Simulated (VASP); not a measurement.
# Pb (Fm-3m) in VASP: settings compared

Aim: see how the results for Pb move with the level of theory and the settings. Levels: PBE, r2SCAN, revTPSS, r2SCAN+D3(BJ). Tasks: relaxation of cell and atoms, relaxation of the atoms.

Program: VASP 6.6.1. These are calculated values, not measurements. Logs are shortened: lines on timing, memory, paths and dates and some standing lists are left out, and cuts for length are marked.

### Step 1. The crystal as given

Symmetry: Fm-3m, No. 225, cubic system. Conventional cell: a = 4.950 Å, b = 4.950 Å, c = 4.950 Å, α = 90.00°, β = 90.00°, γ = 90.00°. Around Pb (site symmetry m-3m) lie 12 Pb at 3.50 Å.

### Step 2. Relaxation of cell and atoms, PBE

INCAR

```
ALGO     = Normal         # electronic algorithm
EDIFF    = 1E-6           # SCF threshold, eV
EDIFFG   = -0.01          # ionic threshold
ENCUT    = 630            # plane-wave cutoff, eV
GGA      = PE             # functional
IBRION   = 2              # ionic algorithm
ISIF     = 3              # what is computed and relaxed
ISMEAR   = -1             # smearing method
LASPH    = True           # aspherical terms in the spheres
LCHARG   = False          # write CHGCAR
LREAL    = False          # projectors in reciprocal space
LWAVE    = False          # write WAVECAR
NELM     = 100            # most SCF steps
NSW      = 40             # ionic steps
PREC     = Accurate       # precision mode
SIGMA    = 0.05           # smearing width, eV
```

KPOINTS

```
k-points
0
Gamma
  9 9 9
```

POSCAR

```
Pb
1.0
    0.0000000000      2.4750200000      2.4750200000
    2.4750200000      0.0000000000      2.4750200000
    2.4750200000      2.4750200000      0.0000000000
Pb
1
Direct
    0.0000000000      0.0000000000      0.0000000000
```

Potentials or basis: VASP PAW PBE potentials, release 64 (Pb_d_GW).

The run is started by

```
> cat potpaw_PBE.64/Pb_d_GW/POTCAR > POTCAR
> mpirun -np 1 vasp_std > vasp.out
```

OUTCAR:

```text
EDIFF = 1E-6
   EDIFFG = -0.01
   ENCUT = 630
   GGA = PE
   IBRION = 2
   ISIF = 3
   ISMEAR = -1
   LASPH = True
   LREAL = False
   NELM = 100
   NSW = 40
   PREC = Accurate

 ion  position               nearest neighbor table
   1  0.000  0.000  0.000-

  LATTYP: Found a face centered cubic cell.
 ALAT       =     4.9500400000

  Lattice vectors:

 A1 = (   0.0000000000,   2.4750200000,   2.4750200000)
 A2 = (   2.4750200000,   0.0000000000,   2.4750200000)
 A3 = (   2.4750200000,   2.4750200000,   0.0000000000)

Analysis of symmetry for initial positions (statically):
=====================================================================
 Subroutine PRICEL returns:
 Original cell was already a primitive cell.

 Routine SETGRP: Setting up the symmetry group for a
 face centered cubic supercell.

 Subroutine GETGRP returns: Found 48 space group operations
 (whereof 48 operations were pure point group operations)
 out of a pool of 48 trial point group operations.

The static configuration has the point symmetry O_h .

Analysis of symmetry for dynamics (positions and initial velocities):
=====================================================================
 Subroutine PRICEL returns:
 Original cell was already a primitive cell.

 Routine SETGRP: Setting up the symmetry group for a
 face centered cubic supercell.

 Subroutine GETGRP returns: Found 48 space group operations
 (whereof 48 operations were pure point group operations)
 out of a pool of 48 trial point group operations.

The dynamic configuration has the point symmetry O_h .

 Subroutine INISYM returns: Found 48 space group operations
 (whereof 48 operations are pure point group operations),
 and found     1 'primitive' translations

----------------------------------------------------------------------------------------

                                     Primitive cell

  volume of cell :      30.3226

  direct lattice vectors                    reciprocal lattice vectors
     0.000000000  2.475020000  2.475020000    -0.202018570  0.202018570  0.202018570
     2.475020000  0.000000000  2.475020000     0.202018570 -0.202018570  0.202018570
     2.475020000  2.475020000  0.000000000     0.202018570  0.202018570 -0.202018570

  length of vectors
     3.500206851  3.500206851  3.500206851     0.349906427  0.349906427  0.349906427

  position of ions in fractional coordinates (direct lattice)
     0.000000000  0.000000000  0.000000000

  ion indices of the primitive-cell ions
   primitive index   ion index
                 1           1

[... 97 lines left out ...]
   LHFCALC =     F    Hartree Fock is set to
   AEXX    =    0.0000 exact exchange contribution
   IVDW    =     0    specifies the selected vdW correction
   LEPSILON=     F    determine dielectric tensor
   LRPA    =     F    only Hartree local field effects (RPA)
 conjugate gradient relaxation of ions
 non-spin polarized calculation
  energy-cutoff  :      630.00
  volume of cell :       30.32
 maximum number of plane-waves:      1113
 NGX is ok and might be reduce to    30
   NGX = 15   NGY = 15   NGZ = 15

--------------------------------------- Ionic step        1  -------------------------------------------

 number of electron      16.0000003 magnetization

 Free energy of the ion-electron system (eV)
  ---------------------------------------------------
  ext. energy  EPLUGINS =         0.00000000
  ---------------------------------------------------
  free energy    TOTEN  =        -3.56815466 eV

  energy without entropy =       -3.56504310  energy(sigma->0) =       -3.56659888

------------------------ aborting loop because EDIFF is reached ----------------------------------------

  FORCE on cell =-STRESS in cart. coord.  units (eV):
  Direction    XX          YY          ZZ          XY          YZ          ZX
  --------------------------------------------------------------------------------------
  -------------------------------------------------------------------------------------
  Total        0.4240966      0.4240966      0.4240966     -0.0000000      0.0000000      0.0000000
  in kB       22.4083147     22.4083147     22.4083147     -0.0000000      0.0000000      0.0000000
  external PRESSURE =      22.4083147 kB  Pullay stress =       0.0000000 kB
[... 57 lines left out ...]
--------------------------------------- Ionic step        3  -------------------------------------------

 number of electron      15.9999997 magnetization

 Free energy of the ion-electron system (eV)
  ---------------------------------------------------
  ext. energy  EPLUGINS =         0.00000000
  ---------------------------------------------------
  free energy    TOTEN  =        -3.57850265 eV

  energy without entropy =       -3.57515731  energy(sigma->0) =       -3.57682998

 E-fermi :   3.2559     XC(G=0): -10.0723

 val. band max:        3.2509027291   @ k =   0.3333   0.3333   0.0000
 cond. band min:       3.2844735530   @ k =  -0.2222   0.3333   0.1111
 fundamental gap:      0.0335708239
 Fermi energy:         3.2558581077

 k-point     1 :       0.0000    0.0000    0.0000
  band No.  band energies     occupation
      1    -136.2487      2.00000
      2     -13.6183      2.00000
      3     -13.6183      2.00000
      4     -13.6183      2.00000
      5     -13.4974      2.00000
      6     -13.4974      2.00000
      7      -8.0521      2.00000
      8      10.4078      0.00000
      9      10.4078      0.00000
     10      10.4078      0.00000
     11      13.1000      0.00000
     12      14.0968      0.00000
[... 331 lines left out ...]
 k-point    24 :       0.4444    0.4444    0.0000
  band No.  band energies     occupation
      1    -136.2486      2.00000
      2     -13.7537      2.00000
      3     -13.6718      2.00000
      4     -13.3932      2.00000
      5     -13.3589      2.00000
      6     -13.3589      2.00000
      7      -3.7909      2.00000
      8       0.7871      2.00000
      9       5.4691      0.00000
     10       5.4691      0.00000
     11       8.7260      0.00000
     12       9.9352      0.00000

 [... further k-points ...]

------------------------ aborting loop because EDIFF is reached ----------------------------------------

  FORCE on cell =-STRESS in cart. coord.  units (eV):
  Direction    XX          YY          ZZ          XY          YZ          ZX
  --------------------------------------------------------------------------------------
  -------------------------------------------------------------------------------------
  Total        0.0055318      0.0055318      0.0055318     -0.0000000     -0.0000000     -0.0000000
  in kB        0.2781232      0.2781232      0.2781232     -0.0000000     -0.0000000     -0.0000000
  external PRESSURE =       0.2781232 kB  Pullay stress =       0.0000000 kB
[... 16 lines left out ...]
  FREE ENERGIE OF THE ION-ELECTRON SYSTEM (eV)
  ---------------------------------------------------
  free  energy   TOTEN  =        -3.5785026532 eV

  energy  without entropy=       -3.5751573120  energy(sigma->0) =       -3.57682998

 reached required accuracy - stopping structural energy minimisation
```

OSZICAR:

```text
N       E                     dE             d eps       ncg     rms          rms(c)
DAV:   1     0.140482115363E+03    0.14048E+03   -0.89689E+03   924   0.268E+03
DAV:   2     0.510641296536E+00   -0.13997E+03   -0.13472E+03  1048   0.521E+02
[... 22 lines left out ...]
DAV:   1    -0.360669180250E+01   -0.28671E-01   -0.11178E+00  1012   0.386E+01    0.883E-01
DAV:   2    -0.358220816813E+01    0.24484E-01   -0.49906E-02  1008   0.789E+00    0.329E-01
DAV:   3    -0.357857618558E+01    0.36320E-02   -0.11457E-02  1108   0.361E+00    0.366E-02
DAV:   4    -0.357847398085E+01    0.10220E-03   -0.39918E-04   880   0.433E-01    0.110E-02
DAV:   5    -0.357849639488E+01   -0.22414E-04   -0.45538E-05  1308   0.101E-01    0.611E-03
DAV:   6    -0.357850223682E+01   -0.58419E-05   -0.32260E-06   928   0.246E-02    0.944E-04
DAV:   7    -0.357850265319E+01   -0.41638E-06   -0.28869E-07   456   0.125E-02
   3 F= -.35785027E+01 E0= -.35768300E+01  d E =-.103480E-01
```

CONTCAR:

```text
Pb
   1.00000000000000
    -0.0000000000000000    2.5163399646925879    2.5163399646925879
     2.5163399646925879    0.0000000000000000    2.5163399646925879
     2.5163399646925879    2.5163399646925879   -0.0000000000000000
  Pb
     1
Direct
     0.0000000000000000    0.0000000000000000    0.0000000000000000

  0.00000000E+00  0.00000000E+00  0.00000000E+00
```

Wall time 22 s (1 thread of Intel Xeon 6975P-C (Granite Rapids), shared host); peak memory 0.19 GiB.

What came out:

```yaml
Free_energy: -3.5785 eV
Relaxed_volume: 31.87 Å³/atom
Relaxed_cell: a = 3.559 Å, b = 3.559 Å, c = 3.559 Å, α = 60.00°, β = 60.00°, γ = 60.00°
Space_group_after_relaxing_to_0.05_Å: Fm-3m (No. 225)
Energy_gained_by_relaxing: 10.3 meV/atom
Ionic_steps: 3
Pressure_after_relaxing: 0.0 GPa
Band_gap_on_the_k_mesh: none (metal or under the smearing width)
```

The path:
```tsv
step	energy change (eV)	largest force (eV/Å)	pressure (GPa)	volume (Å³)
1	0.0000	0.0000	2.24	30.32
2	-0.0099	0.0000	-0.43	32.22
3	-0.0103	0.0000	0.03	31.87
```

Final structure:
```
CELL_PARAMETERS angstrom
0.00000 2.51634 2.51634
2.51634 0.00000 2.51634
2.51634 2.51634 0.00000
ATOMIC_POSITIONS crystal
Pb 0.00000 0.00000 0.00000
```

Spin-orbit coupling is left out, which matters for the levels of Pb.

### Step 3. Relaxation of cell and atoms, r2SCAN

INCAR

```
  ALGO = Normal
  EDIFF = 1E-6
  EDIFFG = -0.01
  ENCUT = 600
  IBRION = 2
  ISIF = 3
  ISMEAR = 1
  LASPH = T
  LCHARG = F
  LMIXTAU = T
  LREAL = F
  LWAVE = F
  METAGGA = R2SCAN
  NELM = 100
  NSW = 40
  PREC = Accurate
  SIGMA = 0.1
```

KPOINTS is that of step 2.

POSCAR is that of step 2.

Potentials or basis: VASP PAW PBE potentials, release 64 (Pb_d).

The run is started by

```
> cat potpaw_PBE.64/Pb_d/POTCAR > POTCAR
> mpirun -np 1 vasp_std > vasp.out
```

Wall time 92 s (1 thread of Intel Xeon Platinum 8488C (Sapphire Rapids), shared host); peak memory 0.18 GiB.

Results (log left out):

- Free energy: -56.2958 eV
- Relaxed volume: 31.04 Å³/atom
- Relaxed cell: a = 3.528 Å, b = 3.528 Å, c = 3.528 Å, α = 60.00°, β = 60.00°, γ = 60.00°
- Space group after relaxing (to 0.05 Å): Fm-3m (No. 225)
- Energy gained by relaxing: 2.6 meV/atom
- Ionic steps: 3
- Pressure after relaxing: 0.0 GPa
- Band gap on the k mesh: none (metal or under the smearing width)

The path:
| step | energy change (eV) | largest force (eV/Å) | pressure (GPa) | volume (Å³) |
| --- | --- | --- | --- | --- |
| 1 | 0.0000 | 0.0000 | 1.17 | 30.32 |
| 2 | -0.0022 | 0.0000 | -0.39 | 31.31 |
| 3 | -0.0026 | 0.0000 | 0.01 | 31.04 |

Final structure:
```yaml
crystal:
  lattice:
    - [0.00000, 2.49441, 2.49441]
    - [2.49441, 0.00000, 2.49441]
    - [2.49441, 2.49441, 0.00000]
  atoms:
    - { symbol: Pb, position: [0.00000, 0.00000, 0.00000] }
```

Levels at points of the mesh, in eV from the Fermi level:
```
           k point  band 5  band 6  band 7  band 8  band 9  band 10
(0.00, 0.00, 0.00)  -17.42  -11.99    7.69    7.69    7.69    10.56
```

Caveat: the PAW data sets were made with another functional, which shifts forces and pressure a little.

(Continued in part 2 of 2.)
